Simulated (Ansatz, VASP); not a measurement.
## One calculation of TaN, two programs

Contents of INCAR:

```
SYSTEM = TaN
PREC = Accurate
ENCUT = 520
EDIFF = 1E-8
ISMEAR = -1
SIGMA = 0.02
LREAL = .False.
LASPH = .True.
NELM = 60
ALGO = Normal
ISIF = 2
LWAVE = .False.
LCHARG = .False.
GGA = PS
LEFG = .True.
NBANDS = 15
```

The input KPOINTS:

```
regular mesh
0
Gamma
  12 12 10
  0 0 0
```

POSCAR

```
TaN
1.0
    2.9379988584      0.0000000000      0.0000000000
   -1.4689994292      2.5443816477      0.0000000000
    0.0000000000      0.0000000000      2.8830000000
Ta N
1 1
Direct
    0.3333333333      0.6666666667      0.5000000000
    0.0000000000      0.0000000000      0.0000000000
```

Input for Ansatz:

```yaml
crystal:
  lattice:
    - [2.9379988584, 0.0, 0.0]
    - [-1.4689994292, 2.5443816477, 0.0]
    - [0.0, 0.0, 2.883]
  atoms:
    - { symbol: Ta, position: [0.3333333333, 0.6666666667, 0.5] }
    - { symbol: "N", position: [0.0, 0.0, 0.0] }
kpoints:
  mp_grid: { grid: [12, 12, 10] }
  band_path:
    path:
      - [0.0, 0.0, 0.0]
      - [0.5, 0.0, 0.0]
      - [0.3333333333, 0.3333333333, 0.0]
      - [0.0, 0.0, 0.0]
      - [0.0, 0.0, 0.5]
      - [0.5, 0.0, 0.5]
      - [0.3333333333, 0.3333333333, 0.5]
      - [0.0, 0.0, 0.5]
      - [0.5, 0.0, 0.5]
    npoints: 5
scf:
  occupations: { method: fermi_dirac, width: 0.02 }
hamiltonian:
  xc: pbesol
  pseudopotentials: { kind: paw }
output:
  forces: true
  stress: true
  eigenvalues: true
  efg: { contact_densities: true }
```

Alike in both runs: task electric field gradients; functional PBEsol; k mesh 12 × 12 × 10; occupations fermi-dirac, width 0.02 eV; no spin polarisation.

|  | VASP | Ansatz |
| --- | --- | --- |
| version | VASP 6.6.1 | Ansatz 0.2.0 |
| potentials or method | VASP PAW PBE potentials, release 64 (Ta_pv, N) | PAW with Ansatz's default frozen-core files, scalar-relativistic |
| plane-wave cutoff (eV) | 520 | 420 |
| valence electrons in the cell | 16 | 18 |

|  | VASP | Ansatz | Ansatz less VASP |
| --- | --- | --- | --- |
| pressure (GPa) | -4.1 | -4.9 | -0.79 |
| largest component of the traceless stress (GPa) | 0.07 | 0.20 | +0.131 |
| Vzz of the field gradient on the site that differs most (V/Å²) | 19.4 | 51.9 | +32.47 |

The two sets of potentials don't hold the same shells in valence. Ansatz warned: «gradients_without_spin_orbit».

Caveats: the PAW data sets were made with another functional, which shifts forces and pressure a little (VASP). Spin-orbit coupling is left out, which matters for the levels of Ta.
